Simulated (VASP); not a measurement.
# GaN (Fm-3m) in VASP: further runs

Runs on GaN. Level: PBE. Tasks: single point.

Everything below comes from runs of VASP 6.6.1. Logs are shortened: lines on timing, memory, paths and dates and some standing lists are left out, and cuts for length are marked.

### 1 The cell of the first run

The structure is cubic, space group Fm-3m (No. 225). Conventional cell: a = 4.120 Å, b = 4.120 Å, c = 4.120 Å, α = 90.00°, β = 90.00°, γ = 90.00°. Ga (site symmetry m-3m) has 6 N at 2.06 Å as nearest neighbours. N (site symmetry m-3m) has 6 Ga at 2.06 Å as nearest neighbours.

The cell was built by a generator and needn't be a form met in nature.

### 2 Single point, PBE (hydrostatic strain -2.3%)

INCAR

```
  PREC = Accurate
  ENCUT = 520
  EDIFF = 1E-6
  ISMEAR = -1
  SIGMA = 0.02
  LREAL = F
  LASPH = T
  NELM = 100
  ALGO = Normal
  ISIF = 2
  LWAVE = F
  LCHARG = F
  GGA = PE
  NBANDS = 16
```

KPOINTS

```
regular mesh
0
Gamma
  10 10 10
```

POSCAR

```
GaN
1.0
    0.0000000000      2.0602302361      2.0602302361
    2.0602302361      0.0000000000      2.0602302361
    2.0602302361      2.0602302361      0.0000000000
Ga N
1 1
Direct
    0.0000000000      0.0000000000      0.0000000000
    0.5000000000      0.5000000000      0.5000000000
```

Potentials or basis: VASP PAW PBE potentials, release 64 (Ga_d, N).

Launch:

```console
cat potpaw_PBE.64/Ga_d/POTCAR potpaw_PBE.64/N/POTCAR > POTCAR
mpirun -np 1 vasp_std > vasp.out
```

OUTCAR:

```text
PREC = Accurate
   ENCUT = 520
   EDIFF = 1E-6
   ISMEAR = -1
   LREAL = F
   LASPH = T
   NELM = 100
   ISIF = 2
   GGA = PE

 ion  position               nearest neighbor table
   1  0.000  0.000  0.000-   2 2.06   2 2.06   2 2.06   2 2.06   2 2.06   2 2.06
   2  0.500  0.500  0.500-   1 2.06   1 2.06   1 2.06   1 2.06   1 2.06   1 2.06

  LATTYP: Found a face centered cubic cell.
 ALAT       =     4.1204604722

  Lattice vectors:

 A1 = (   0.0000000000,   2.0602302361,   2.0602302361)
 A2 = (   2.0602302361,   0.0000000000,   2.0602302361)
 A3 = (   2.0602302361,   2.0602302361,   0.0000000000)

Analysis of symmetry for initial positions (statically):
=====================================================================
 Subroutine PRICEL returns:
 Original cell was already a primitive cell.

 Routine SETGRP: Setting up the symmetry group for a
 face centered cubic supercell.

 Subroutine GETGRP returns: Found 48 space group operations
 (whereof 48 operations were pure point group operations)
 out of a pool of 48 trial point group operations.

The static configuration has the point symmetry O_h .

Analysis of symmetry for dynamics (positions and initial velocities):
=====================================================================
 Subroutine PRICEL returns:
 Original cell was already a primitive cell.

 Routine SETGRP: Setting up the symmetry group for a
 face centered cubic supercell.

 Subroutine GETGRP returns: Found 48 space group operations
 (whereof 48 operations were pure point group operations)
 out of a pool of 48 trial point group operations.

The dynamic configuration has the point symmetry O_h .

 Subroutine INISYM returns: Found 48 space group operations
 (whereof 48 operations are pure point group operations),
 and found     1 'primitive' translations

----------------------------------------------------------------------------------------

                                     Primitive cell

  volume of cell :      17.4895

  direct lattice vectors                    reciprocal lattice vectors
     0.000000000  2.060230236  2.060230236    -0.242691322  0.242691322  0.242691322
     2.060230236  0.000000000  2.060230236     0.242691322 -0.242691322  0.242691322
     2.060230236  2.060230236  0.000000000     0.242691322  0.242691322 -0.242691322

  length of vectors
     2.913605542  2.913605542  2.913605542     0.420353701  0.420353701  0.420353701

  position of ions in fractional coordinates (direct lattice)
     0.000000000  0.000000000  0.000000000
     0.500000000  0.500000000  0.500000000

  ion indices of the primitive-cell ions
   primitive index   ion index
                 1           1
                 2           2

----------------------------------------------------------------------------------------

 KPOINTS: regular mesh

Automatic generation of k-mesh.
 Grid dimensions read from file:
 generate k-points for:   10   10   10

 Generating k-lattice:

  Cartesian coordinates                     Fractional coordinates (reciprocal lattice)
    -0.024269132  0.024269132  0.024269132     0.100000000  0.000000000  0.000000000
     0.024269132 -0.024269132  0.024269132     0.000000000  0.100000000  0.000000000
     0.024269132  0.024269132 -0.024269132     0.000000000  0.000000000  0.100000000

  Length of vectors
     0.042035370  0.042035370  0.042035370

  Shift w.r.t. Gamma in fractional coordinates (k-lattice)
     0.000000000  0.000000000  0.000000000

 Subroutine IBZKPT returns following result:
 ===========================================

 Found     47 irreducible k-points:

 Following reciprocal coordinates:
            Coordinates               Weight
  0.000000  0.000000  0.000000      1.000000
  0.100000  0.000000  0.000000      8.000000
  0.200000  0.000000  0.000000      8.000000
  0.300000  0.000000  0.000000      8.000000
  0.400000  0.000000  0.000000      8.000000
  0.500000  0.000000  0.000000      4.000000
[... 16 lines left out ...]
  0.300000  0.300000  0.000000      6.000000
  0.400000  0.300000  0.000000     24.000000
 [... further k-points ...]
   k-points           NKPTS =     47   k-points in BZ     NKDIM =     47   number of bands    NBANDS=     16
   number of dos      NEDOS =    301   number of ions     NIONS =      2
   total plane-waves  NPLWV =  13824
   dimension x,y,z NGX =    24 NGY =   24 NGZ =   24
   dimension x,y,z NGXF=    48 NGYF=   48 NGZF=   48
   ions per type =               1   1
   NGX,Y,Z   is equivalent  to a cutoff of  13.69, 13.69, 13.69 a.u.
   NGXF,Y,Z  is equivalent  to a cutoff of  27.39, 27.39, 27.39 a.u.
 SYSTEM =  unknown system
   PREC   = accura    normal or accurate (medium, high low for compatibility)
   ISTART =      0    job   : 0-new  1-cont  2-samecut
   ICHARG =      2    charge: 1-file 2-atom 10-const
   ISPIN  =      1    spin polarized calculation?
   LNONCOLLINEAR =      F non collinear calculations
   LSORBIT =      F    spin-orbit coupling
   LASPH  =      T    aspherical Exc in radial PAW
   ENCUT  =  520.0 eV  38.22 Ry    6.18 a.u.   5.42  5.42  5.42*2*pi/ulx,y,z
   NELM   =    100;   NELMIN=  2; NELMDL= -5     # of ELM steps
   EDIFF  = 0.1E-05   stopping-criterion for ELM
   LREAL  =      F    real-space projection
   EDIFFG = 0.1E-04   stopping-criterion for IOM
   NSW    =      0    number of steps for IOM
   IBRION =     -1    ionic relax: 0-MD 1-quasi-New 2-CG
   NFREE  =      0    steps in history (QN), initial steepest desc. (CG)
   ISIF   =      2    stress and relaxation
   ISYM   =      2    0-nonsym 1-usesym 2-fastsym
   POTIM  = 0.5000    time-step for ionic-motion
   TEBEG  =    0.0;   TEEND  =   0.0 temperature during run
   PSTRESS=    0.0 pullay stress
   NELECT =      18.0000    total number of electrons
   NUPDOWN=      -1.0000    fix difference up-down
   EMIN   =  10.00;   EMAX   =-10.00  energy-range for DOS
   EFERMI =   0.00;   METHOD = LEGACY
   ISMEAR =    -1;   SIGMA  =   0.02  broadening in eV -4-tet -1-fermi 0-gaus
   EFERMI_NEDOS =   21; number of points for ismear=-14 and -15
   IALGO  =     38    algorithm
   IMIX   =      4    mixing-type and parameters
     AMIX     =   0.40;   BMIX     =  1.00
     AMIX_MAG =   1.60;   BMIX_MAG =  1.00
  volume/ion in A,a.u.               =       8.74        59.01
  Fermi-wavevector in a.u.,A,eV,Ry     =   1.652875  3.123480 37.171042  2.731995
  Thomas-Fermi vector in A             =   2.741409
   LORBIT       =      0    0 simple, 1 ext, 2 COOP (PROOUT), +10 PAW based schemes
   GGA     = PE    functional components
   LHFCALC =     F    Hartree Fock is set to
   AEXX    =    0.0000 exact exchange contribution
   IVDW    =     0    specifies the selected vdW correction
   LEPSILON=     F    determine dielectric tensor
   LRPA    =     F    only Hartree local field effects (RPA)
 non-spin polarized calculation
  energy-cutoff  :      520.00
  volume of cell :       17.49
 maximum number of plane-waves:       495
 NGX is ok and might be reduce to    24
   NGX = 11   NGY = 11   NGZ = 11

 number of electron      17.9999995 magnetization

 Free energy of the ion-electron system (eV)
  ---------------------------------------------------
  ext. energy  EPLUGINS =         0.00000000
  ---------------------------------------------------
  free energy    TOTEN  =       -11.03842536 eV

  energy without entropy =      -11.03842536  energy(sigma->0) =      -11.03842536

 E-fermi :   9.3417     XC(G=0): -13.5206

 val. band max:        8.8639343542   @ k =  -0.2000   0.2000   0.0000
 cond. band min:       9.9807973894   @ k =   0.5000   0.5000   0.0000
 fundamental gap:      1.1168630353
 Fermi energy:         9.3416900216

 k-point     1 :       0.0000    0.0000    0.0000
  band No.  band energies     occupation
      1      -9.2105      2.00000
      2      -5.0833      2.00000
      3      -5.0833      2.00000
      4      -5.0833      2.00000
      5      -4.9683      2.00000
      6      -4.9683      2.00000
[... 8 lines left out ...]
     15      25.8447      0.00000
     16      25.8447      0.00000

 k-point     2 :       0.1000    0.0000    0.0000
  band No.  band energies     occupation
      1      -9.0003      2.00000
      2      -5.0946      2.00000
      3      -5.0721      2.00000
      4      -5.0721      2.00000
      5      -4.9848      2.00000
      6      -4.9848      2.00000
[... 8 lines left out ...]
     15      25.6344      0.00000
     16      25.6344      0.00000

 k-point     3 :       0.2000    0.0000    0.0000
  band No.  band energies     occupation
      1      -8.3889      2.00000
      2      -5.1254      2.00000
      3      -5.1064      2.00000
      4      -5.1064      2.00000
      5      -4.9637      2.00000
      6      -4.9637      2.00000
[... 8 lines left out ...]
     15      26.5956      0.00000
     16      26.5956      0.00000

 k-point     4 :       0.3000    0.0000    0.0000
  band No.  band energies     occupation
      1      -7.4517      2.00000
      2      -5.1925      2.00000
      3      -5.1925      2.00000
      4      -5.1721      2.00000
      5      -4.8914      2.00000
      6      -4.8914      2.00000
[... 8 lines left out ...]
     15      28.4806      0.00000
     16      28.4806      0.00000
[... 324 lines left out ...]
 k-point    22 :      -0.2000    0.2000    0.0000
  band No.  band energies     occupation
      1      -7.2873      2.00000
      2      -5.2081      2.00000
      3      -5.1829      2.00000
      4      -5.1408      2.00000
      5      -4.9509      2.00000
      6      -4.6685      2.00000
[... 8 lines left out ...]
     15      28.7754      0.00000
     16      30.8304      0.00000

 k-point    23 :       0.3000    0.3000    0.0000
  band No.  band energies     occupation
      1      -7.4722      2.00000
      2      -5.2351      2.00000
      3      -4.8797      2.00000
      4      -4.8788      2.00000
      5      -4.8788      2.00000
      6      -4.6335      2.00000
[... 8 lines left out ...]
     15      33.8499      0.00000
     16      35.8900      0.00000

 k-point    24 :       0.4000    0.3000    0.0000
  band No.  band energies     occupation
      1      -7.2151      2.00000
      2      -5.2550      2.00000
      3      -4.9241      2.00000
      4      -4.8711      2.00000
      5      -4.7962      2.00000
      6      -3.9660      2.00000
[... 8 lines left out ...]
     15      34.7120      0.00000
     16      36.3697      0.00000

 [... further k-points ...]

------------------------ aborting loop because EDIFF is reached ----------------------------------------

  FORCE on cell =-STRESS in cart. coord.  units (eV):
  Direction    XX          YY          ZZ          XY          YZ          ZX
  --------------------------------------------------------------------------------------
  -------------------------------------------------------------------------------------
  Total        3.1941690      3.1941690      3.1941690     -0.0000000      0.0000000      0.0000000
  in kB      292.6113800    292.6113800    292.6113800     -0.0000000      0.0000000      0.0000000
  external PRESSURE =     292.6113800 kB  Pullay stress =       0.0000000 kB

 VOLUME and BASIS-vectors are now :
 -----------------------------------------------------------------------------
  energy-cutoff  :      520.00
  volume of cell :       17.49
      direct lattice vectors                 reciprocal lattice vectors
     0.000000000  2.060230236  2.060230236    -0.242691322  0.242691322  0.242691322
     2.060230236  0.000000000  2.060230236     0.242691322 -0.242691322  0.242691322
     2.060230236  2.060230236  0.000000000     0.242691322  0.242691322 -0.242691322

 POSITION                                       TOTAL-FORCE (eV/Angst)
 -----------------------------------------------------------------------------------
      0.00000      0.00000      0.00000        -0.000000      0.000000     -0.000000
      2.06023      2.06023      2.06023         0.000000      0.000000      0.000000
 -----------------------------------------------------------------------------------
    total drift:                                0.000000     -0.000000     -0.000000

  FREE ENERGIE OF THE ION-ELECTRON SYSTEM (eV)
  ---------------------------------------------------
  free  energy   TOTEN  =       -11.0384253566 eV

  energy  without entropy=      -11.0384253566  energy(sigma->0) =      -11.03842536
```

Run time: 11 s. Hardware: 1 thread of Intel Xeon Platinum 8488C (Sapphire Rapids), shared host; peak memory 0.14 GiB.

Results:

- Free energy: -11.0384 eV
- Pressure: 29.3 GPa
- Band gap on the k mesh: 1.12 eV, indirect (least direct gap 3.75 eV)

Levels at points of the mesh, in eV from the valence-band top:
| k point | band 5 | band 6 | band 7 | band 8 | band 9 | band 10 | band 11 | band 12 | band 13 | band 14 |
| --- | --- | --- | --- | --- | --- | --- | --- | --- | --- | --- |
| (0.00, 0.00, 0.00) | -13.83 | -13.83 | -0.58 | -0.58 | -0.58 | 3.17 | 15.21 | 15.21 | 15.21 | 16.38 |
| (0.50, 0.00, 0.00) | -13.67 | -13.67 | -8.62 | -0.14 | -0.14 | 5.05 | 9.57 | 9.57 | 10.48 | 17.14 |
| (0.50, 0.50, 0.00) | -13.60 | -10.77 | -7.71 | -3.31 | -3.31 | 1.12 | 7.94 | 12.73 | 15.55 | 15.55 |

Caveat: so large a pressure means that the cell lies far from this level's equilibrium, or that cutoff or potentials fall short. A k mesh can miss the band edges.

### 3 Single point, PBE (shear_111 strain -1.3%)

INCAR

```
PREC     = Accurate       # precision mode
ENCUT    = 520            # plane-wave cutoff, eV
EDIFF    = 1E-6           # SCF threshold, eV
ISMEAR   = -1             # smearing method
SIGMA    = 0.02           # smearing width, eV
LREAL    = F              # projectors in reciprocal space
LASPH    = T              # aspherical terms in the spheres
NELM     = 100            # most SCF steps
ALGO     = Fast           # electronic algorithm
ISIF     = 2              # what is computed and relaxed
LWAVE    = F              # write WAVECAR
LCHARG   = F              # write CHGCAR
GGA      = PE             # functional
NBANDS   = 16             # bands
```

KPOINTS

```
Automatic mesh
0
Gamma
  10 10 10
```

POSCAR

```
GaN
1.0
   -0.0186955017      2.0898197332      2.0898197332
    2.0898197332     -0.0186955017      2.0898197332
    2.0898197332      2.0898197332     -0.0186955017
Ga N
1 1
Direct
    0.0000000000      0.0000000000      0.0000000000
    0.5000000000      0.5000000000      0.5000000000
```

Potentials or basis: VASP PAW PBE potentials, release 64 (Ga_d, N).

Launch:

```console
cat potpaw_PBE.64/Ga_d/POTCAR potpaw_PBE.64/N/POTCAR > POTCAR
mpirun -np 1 vasp_std > vasp.out
```

Wall time 22 s (1 thread of Intel Xeon Platinum 8488C (Sapphire Rapids), shared host); peak memory 0.16 GiB.

Results (log left out):

```yaml
Free_energy: -11.1653 eV
Pressure: 12.6 GPa
Band_gap_on_the_k_mesh: 0.71 eV, indirect (least direct gap 2.88 eV)
```

Stress tensor (GPa, compression positive):
```
12.55  1.93  1.93
 1.93 12.55  1.93
 1.93  1.93 12.55
```

Levels at points of the mesh, in eV from the valence-band top:
```
           k point  band 7  band 8  band 9  band 10  band 11  band 12
(0.00, 0.00, 0.00)   -0.60   -0.60   -0.43     2.46    14.70    14.70
(0.50, 0.00, 0.00)   -8.40   -0.19   -0.12     4.82     9.20     9.34
(0.50, 0.50, 0.00)   -7.29   -3.21   -3.04     0.71     7.85    12.11
(0.50, 0.50, 0.50)   -8.25   -0.24   -0.24     4.61     9.01     9.01
```

A k mesh can miss the band edges.

### 4 Single point, PBE (uniaxial_x strain +2.5%)

INCAR

```
ALGO = Fast ; EDIFF = 1E-6
ENCUT = 520 ; GGA = PE
ISIF = 2 ; ISMEAR = -1
LASPH = T ; LCHARG = F
LREAL = F ; LWAVE = F
NBANDS = 16 ; NELM = 100
PREC = Accurate ; SIGMA = 0.02
```

KPOINTS

```
k-points
0
Gamma
  10 10 10
```

POSCAR

```
GaN
1.0
    0.0000000000      2.1085152350      2.1085152350
    2.1620715219      0.0000000000      2.1085152350
    2.1620715219      2.1085152350      0.0000000000
Ga N
1 1
Direct
    0.0000000000      0.0000000000      0.0000000000
    0.5000000000      0.5000000000      0.5000000000
```

Launch:

```console
cat potpaw_PBE.64/Ga_d/POTCAR potpaw_PBE.64/N/POTCAR > POTCAR
mpirun -np 1 vasp_std > vasp.out
```

It took 19 s on 1 thread of Intel Xeon Platinum 8488C (Sapphire Rapids), shared host; peak memory 0.15 GiB.

The run converged. Its results:

```yaml
Free_energy: -11.1993 eV
Pressure: 3.4 GPa
Band_gap_on_the_k_mesh: 0.38 eV, indirect (least direct gap 2.38 eV)
```

Stress tensor (GPa, compression positive):
```
0.54 0.00 0.00
0.00 4.84 0.00
0.00 0.00 4.84
```

Levels at points of the mesh, in eV from the valence-band top:
| k point | band 5 | band 6 | band 7 | band 8 | band 9 | band 10 | band 11 | band 12 | band 13 | band 14 |
| --- | --- | --- | --- | --- | --- | --- | --- | --- | --- | --- |
| (0.00, 0.00, 0.00) | -13.95 | -13.91 | -0.59 | -0.59 | -0.37 | 2.01 | 14.47 | 14.67 | 14.67 | 14.87 |
| (0.50, 0.00, 0.00) | -13.81 | -13.80 | -8.18 | -0.26 | -0.14 | 4.58 | 8.76 | 9.15 | 9.22 | 16.16 |
| (0.50, 0.50, 0.00) | -13.73 | -10.97 | -6.99 | -3.22 | -2.87 | 0.38 | 7.70 | 11.82 | 13.78 | 14.53 |
| (0.00, 0.50, 0.50) | -13.76 | -11.22 | -7.04 | -2.90 | -2.90 | 0.63 | 7.98 | 11.50 | 14.42 | 14.42 |

### 5 Summary

| cell | gap on the mesh (eV) | pressure (GPa) |
| --- | --- | --- |
| hydrostatic strain -2.3% | 1.12 | 29.3 |
| shear_111 strain -1.3% | 0.71 | 12.6 |
| uniaxial_x strain +2.5% | 0.38 | 3.4 |

Alike in all rows: task single point; level PBE; potentials or basis VASP PAW PBE potentials, release 64 (Ga_d, N); no spin polarisation; k mesh 10 × 10 × 10; cutoff (eV) 520; smearing fermi-dirac 0.02 eV.

Caveats: so large a pressure means that the cell lies far from this level's equilibrium, or that cutoff or potentials fall short (some runs).

Total energies depend on the potentials used, so only differences within one code and one set of settings carry meaning.
